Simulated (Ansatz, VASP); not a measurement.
**One calculation of In, two programs**

File INCAR:

```
PREC = Accurate ; ENCUT = 520
EDIFF = 1E-6 ; ISMEAR = -1
SIGMA = 0.1 ; LREAL = False
LASPH = True ; NELM = 100
ALGO = Normal ; ISIF = 2
LWAVE = False ; LCHARG = False
NBANDS = 12
```

Contents of KPOINTS:

```
Automatic mesh
0
Gamma
  12 12 12
```

POSCAR

```
In
1.0
    2.9313343470      0.0000000000      0.0000000000
    0.0000000000      2.9313343470      0.0000000000
    0.0000000000      0.0000000000      2.9313343470
In
1
Direct
    0.0000000000      0.0000000000      0.0000000000
```

Input for Ansatz:

```yaml
crystal:
  lattice:
    - [2.931334347, 0.0, 0.0]
    - [0.0, 2.931334347, 0.0]
    - [0.0, 0.0, 2.931334347]
  atoms:
    - { symbol: In, position: [0.0, 0.0, 0.0] }
hamiltonian:
  xc: lda
  pseudopotentials:
    kind: paw
    azcp:
      In: "pseudopotentials/In.paw.azcp"
basis:
  ecutwfc: 420
  fft_grid_basis: typed
kpoints:
  mp_grid: { grid: [12, 12, 12], shift: [0, 0, 0] }
magnetization:
  spin_polarized: false
scf:
  occupations: { method: fermi_dirac, width: 0.1 }
  lower_state_search: "off"
output:
  stress: true
```

Alike in both runs: task single point; functional LDA; k mesh 12 × 12 × 12; occupations fermi-dirac, width 0.1 eV; no spin polarisation.

|  | VASP | Ansatz |
| --- | --- | --- |
| version | VASP 6.6.1 | Ansatz 0.2.0 |
| potentials or method | VASP PAW LDA potentials, release 64 (In_d) | plane waves (420 eV) with PAW, scalar-relativistic |
| plane-wave cutoff (eV) | 520 | 420 |
| valence electrons in the cell | 13 | 13 |

```csv
,VASP,Ansatz,Ansatz less VASP
pressure (GPa),2.2,2.1,-0.10
```

Ansatz warned: «pseudo_functional_mismatch».
